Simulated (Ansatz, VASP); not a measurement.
**HfH6 in VASP and in Ansatz**

```
CELL_PARAMETERS angstrom
3.94682 0.00000 0.00000
0.00000 3.94682 0.00000
0.00000 0.00000 3.94682
ATOMIC_POSITIONS crystal
Hf 0.00000 0.00000 0.00000
H 0.19750 0.50000 0.50000
H 0.50000 0.19750 0.50000
H 0.80250 0.50000 0.50000
H 0.50000 0.80250 0.50000
H 0.50000 0.50000 0.19750
H 0.50000 0.50000 0.80250
```

Change from the starting cell: species swapped into the LaB6 type (Pm-3m, No. 221).

Alike in both runs: task relaxation of cell and atoms; functional PBE; k mesh 4 × 4 × 4; occupations gaussian, width 0.1 eV; no spin polarisation.

|  | VASP | Ansatz |
| --- | --- | --- |
| version | VASP 6.6.1 | Ansatz 0.2.0 |
| potentials or method | VASP PAW PBE potentials, release 64 (Hf_pv, H) | scalar-relativistic, plane waves, PAW |
| plane-wave cutoff (eV) | 600 | 420 |
| valence electrons in the cell | 16 | 32 |

VASP gave:

| Item | Value |
| --- | --- |
| gap on the k mesh at the Fermi level, each at its own relaxed structure (eV) | none |
| relaxed volume (Å³/atom) | 5.30 |
| relaxed cell length with the largest relative difference (Å) | 3.335 |
| energy change over the relaxation (meV/atom) | -437 |

Question: What did Ansatz give for the same quantities?

Answer: gap on the k mesh at the Fermi level, each at its own relaxed structure (eV): none; relaxed volume (Å³/atom): 5.34; relaxed cell length with the largest relative difference (Å): 3.344; energy change over the relaxation (meV/atom): -427.

A gap of «none» marks a metal or a gap that the smearing closes. The two sets of potentials don't hold the same shells in valence.

Caveats: the k mesh is coarse (spacing up to 0.40 Å⁻¹), so the values aren't converged; the volume moved by over 15 % at a fixed basis, so the end points are rough (VASP). The runs have no spin-orbit coupling, so splittings on Hf are missing.
